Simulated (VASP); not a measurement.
Ba: single point with r2SCAN

Crystal: Ba.

```
CELL_PARAMETERS angstrom
3.84375 0.00000 0.00000
0.00000 3.84375 0.00000
0.00000 0.00000 3.84375
ATOMIC_POSITIONS crystal
Ba 0.00000 0.00000 0.00000
```

The cell isn't the ideal one: functional r2SCAN, strained and moved within the space group.

```json
{"Program": "VASP 6.6.1", "Task": "single point", "Functional": "r2SCAN", "Potentials or basis": "VASP PAW PBE potentials, release 64 (Ba_sv)", "Cutoff": "520 eV", "k mesh": "12 × 12 × 12", "Occupations": "gaussian, width 0.1 eV", "Spin": "no spin polarisation", "Dipole correction": "no", "Further INCAR settings": "ALGO = Normal; EDIFF = 1e-06; NBANDS = 11"}
```

The pressure is 0.6 GPa and the band gap on the k mesh is none (metal or under the smearing width).

Levels at points of the mesh, in eV from the Fermi level:
```csv
k point,band 2,band 3,band 4,band 5,band 6,band 7,band 8,band 9
"(0.00, 0.00, 0.00)",-14.57,-14.57,-14.57,-2.75,0.09,0.09,5.46,5.46
"(0.50, 0.00, 0.00)",-15.47,-14.49,-14.49,-0.53,0.77,0.83,2.90,2.90
"(0.50, 0.50, 0.00)",-15.33,-15.33,-14.40,-1.33,1.02,3.49,3.49,3.86
"(0.50, 0.50, 0.50)",-15.20,-15.20,-15.20,-0.18,-0.18,-0.18,4.04,7.27
```

It took 2.2 min on 1 thread of Intel(R) Xeon(R) Platinum 8375C CPU @ 2.90GHz (Ice Lake) (shared host), peak memory 0.2 GiB.

Caveat: the PAW data sets were made with another functional, which shifts forces and pressure a little. Spin-orbit coupling is left out, which matters for the levels of Ba.
